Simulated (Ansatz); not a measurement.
**How far is PAW off for NaI?**

```yaml
crystal:
  lattice:
    - [0.00000, 3.23640, 3.17167]
    - [3.23640, 0.00000, 3.17167]
    - [3.23640, 3.23640, 0.00000]
  atoms:
    - { symbol: Na, position: [0.00000, 0.00000, 0.00000] }
    - { symbol: I, position: [0.50000, 0.50000, 0.50000] }
```

Atoms are numbered in the order listed.

The cell is COD entry 9008681, as deposited and not checked against the literature; nothing was relaxed. The listed cell was then made from it by scaling, straining or moving an atom.

No spin–orbit coupling, which matters for the heavy atoms here.

All numbers are computed: DFT, LDA, PAW with Ansatz's default frozen-core files, scalar-relativistic (Ansatz 0.2.0); DFT, LDA, all-electron LAPW, scalar-relativistic (Ansatz 0.2.0).

For PAW: a Γ-centred 8×8×8 k mesh, Fermi–Dirac smearing of 0.02 eV, cutoff 420 eV, no spin polarisation; the PAW files were made with PBE, and the program remakes their frozen cores for this functional. LAPW targets a basis error of 1 meV/atom. The Ansatz runs share mesh, smearing and spin set-up. Plane-wave (PAW) pressures include the program's estimate of the Pulay term.

Stress and pressure are positive in compression.

PAW results:

```json
{"quantity": "pressure (GPa)", "PAW": "-1.36"}
{"quantity": "stress xx (GPa)", "PAW": "-1.51"}
{"quantity": "stress zz (GPa)", "PAW": "-1.05"}
{"quantity": "band gap (eV)", "PAW": "3.378"}
```

**Question.** What does LAPW (all electrons) give for the same quantities?

**Answer.** 
| quantity | LAPW |
| --- | --- |
| pressure (GPa) | -1.35 |
| stress xx (GPa) | -1.51 |
| stress zz (GPa) | -1.05 |
| band gap (eV) | 3.377 |
